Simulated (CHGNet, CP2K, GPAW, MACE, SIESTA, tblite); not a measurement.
# What went wrong? GPAW on generalised stacking fault on (111) (glide set) of a GaP-AlP solid solution (72 atoms)

Program: GPAW 26.7.0, a calculation on a cell of 18 Al, 36 P and 18 Ga, 20.5 Å³ an atom.

run.py

```python
import numpy as np
from ase.io import read
from gpaw import GPAW, FermiDirac

atoms = read("structure.xyz")
atoms.calc = GPAW(
    mode="lcao",
    basis="dzp",
    h=0.2,
    xc="PBE",
    kpts={"size": (1, 1, 1), "gamma": True},
    occupations=FermiDirac(0.05),
    maxiter=60,
    symmetry={"point_group": False},
    nbands=117,
    txt="gpaw.txt",
)
energy = atoms.get_potential_energy(force_consistent=True)
forces = atoms.get_forces()
print(f"energy {energy:.6f} eV")
print("forces (eV/A)")
for i, (a, f) in enumerate(zip(atoms, forces)):
    print(f"{i:4d} {a.symbol:2s} {f[0]:10.5f} {f[1]:10.5f} {f[2]:10.5f}")
print(f"Fermi level {atoms.calc.get_fermi_level():.4f} eV")
for k in range(len(atoms.calc.get_ibz_k_points())):
    for s in range(atoms.calc.get_number_of_spins()):
        e = atoms.calc.get_eigenvalues(kpt=k, spin=s)
        n = np.searchsorted(e, atoms.calc.get_fermi_level())
        print(f"k {k} spin {s} levels about the Fermi level:", np.round(e[max(n - 6, 0):n], 4).tolist(), "|", np.round(e[n:n + 6], 4).tolist())
```

structure.xyz

```xyz
72
Lattice="6.68331 0.00000 0.00000 0.00000 11.57583 0.00000 6.12639 0.00000 19.10326" Properties=species:S:1:pos:R:3 pbc="T T T"
Al 3.28945 1.80895 0.39009
P 3.35356 2.01582 2.78048
Ga 5.55789 1.89438 3.59294
P 5.56206 1.97912 5.90291
Ga 6.71600 11.54342 0.35723
P 6.66570 11.52767 2.73158
Al 2.19576 0.02813 3.57078
P 2.22992 0.01296 5.84254
Ga 4.37763 0.03079 6.61871
P 4.41971 11.52548 9.03355
[... 58 atom lines left out ...]
Ga 7.87896 5.81848 16.17091
P 7.85543 5.79845 18.62186
Al 7.91196 9.62484 16.13500
P 7.76564 9.63699 18.48317
```

On the command line:

```
$ OMP_NUM_THREADS=1 python run.py > output.txt
```

What it wrote:

```text
ValueError: Too few bands!  Electrons: 288.0, bands: 117
```

gpaw.txt:

```text
Input parameters:
  mode=LCAO(),
  basis={'default': 'dzp'},
  h=0.2,
  kpts=MonkhorstPack(size=(1, 1, 1), gamma=True),
  maxiter=60,
  nbands=117,
  occupations=Occupations(name='fermi-dirac', width=0.05, fixmagmom=False),
  symmetry=Symmetry(point_group=False),
  xc=XC(name='PBE')
timing:  # [seconds]
  Total: 0.281  # ━━━━━━━━━━━━━━━━━━━━━━━━━━━━━━━━━━━━━━━━━━━━━━━━━━━━━━━━━━━
  Init:  0.200  # ━━━━━━━━━━━━━━━━━━━━━━━━━━━━━━━━━━━━━━━━━━
```

It took 3.7 s on 1 thread of Arm Neoverse V1, shared host; peak memory 0.09 GiB.

Banners, paths, timers and routine set-up lines are dropped from the logs unmarked, and long logs keep their key lines alone; longer cuts are marked.

**Question.** Which part of the input is at fault, and how is it mended?

Too few bands: bands 117. Mend: ask for at least half as many bands as electrons, and some more for the smearing.

The program stopped at the start.

[Also dropped from logs without a mark: logging warnings of Python, and SIESTA's first energy breakdown and zero terms.]

[Logs are printed without paths, hosts, clocks, repeated set-up lines and the standing remarks that a program may print on its own settings, such as how far it seeks lower states.]

[Hosts, paths, dates, database ids (printed as entryN), source tags and the programs' standing remarks are cut or masked in the printed files.]
